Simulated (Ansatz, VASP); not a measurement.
**Two plane-wave programs on AlGa2As3**

INCAR

```
SYSTEM = AlGa2As3
ALGO     = Normal         ! electronic algorithm
EDIFF    = 1E-6           ! SCF threshold, eV
ENCUT    = 520            ! plane-wave cutoff, eV
GGA      = PE             ! functional
ISIF     = 2              ! what is computed and relaxed
ISMEAR   = 0              ! smearing method
LASPH    = .TRUE.         ! aspherical terms in the spheres
LCHARG   = .FALSE.        ! write CHGCAR
LREAL    = .FALSE.        ! projectors in reciprocal space
LWAVE    = .FALSE.        ! write WAVECAR
NBANDS   = 31             ! bands
NELM     = 100            ! most SCF steps
PREC     = Accurate       ! precision mode
SIGMA    = 0.1            ! smearing width, eV
```

Contents of KPOINTS:

```
k-points
0
G
  6 6 6
  0 0 0
```

POSCAR

```
AlGa2As3
1.0
   -1.9421898000      1.9421898000      8.2400134700
    1.9421898000     -1.9421898000      8.2400134700
    1.9421898000      1.9421898000     -8.2400134700
Al Ga As
1 2 3
Direct
    0.5000000000      0.5000000000      0.0000000000
    0.8333333300      0.8333333300      0.0000000000
    0.1666666700      0.1666666700      0.0000000000
    0.5833333300      0.0833333300      0.5000000000
    0.2500000000      0.7500000000      0.5000000000
    0.9166666700      0.4166666700      0.5000000000
```

Input for Ansatz:

```yaml
crystal:
  lattice:
    - [-1.9421898, 1.9421898, 8.24001347]
    - [1.9421898, -1.9421898, 8.24001347]
    - [1.9421898, 1.9421898, -8.24001347]
  atoms:
    - { symbol: Al, position: [0.5, 0.5, 0.0] }
    - { symbol: Ga, position: [0.83333333, 0.83333333, 0.0] }
    - { symbol: Ga, position: [0.16666667, 0.16666667, 0.0] }
    - { symbol: As, position: [0.58333333, 0.08333333, 0.5] }
    - { symbol: As, position: [0.25, 0.75, 0.5] }
    - { symbol: As, position: [0.91666667, 0.41666667, 0.5] }
basis:
  ecutwfc: 420
kpoints:
  mp_grid: { grid: [6, 6, 6] }
hamiltonian:
  xc: pbe
scf:
  occupations: { method: gaussian, width: 0.1 }
  lower_state_search: "off"
output:
  forces: true
  stress: true
  eigenvalues: true
```

Alike in both runs: task single point; functional PBE; k mesh 6 × 6 × 6; occupations gaussian, width 0.1 eV; no spin polarisation.

```csv
,VASP,Ansatz
version,VASP 6.6.1,Ansatz 0.2.0
potentials or method,"VASP PAW PBE potentials, release 64 (Al, Ga_d, As)","scalar-relativistic, plane waves, PAW"
plane-wave cutoff (eV),520,420
valence electrons in the cell,44,74
```

```tsv
	VASP	Ansatz	Ansatz less VASP
gap on the k mesh at the Fermi level (eV)	1.26	1.27	+0.010
least direct gap on the mesh (eV)	1.45	1.45	+0.001
pressure (GPa)	11.5	11.2	-0.26
largest component of the traceless stress (GPa)	0.17	0.17	0.000
rms of the force components (eV/Å)	0.035	0.034	-0.0007
```

Atom by atom the forces differ by 0.001 eV/Å (rms over components). The two sets of potentials don't hold the same shells in valence.

A k mesh can miss the band edges.
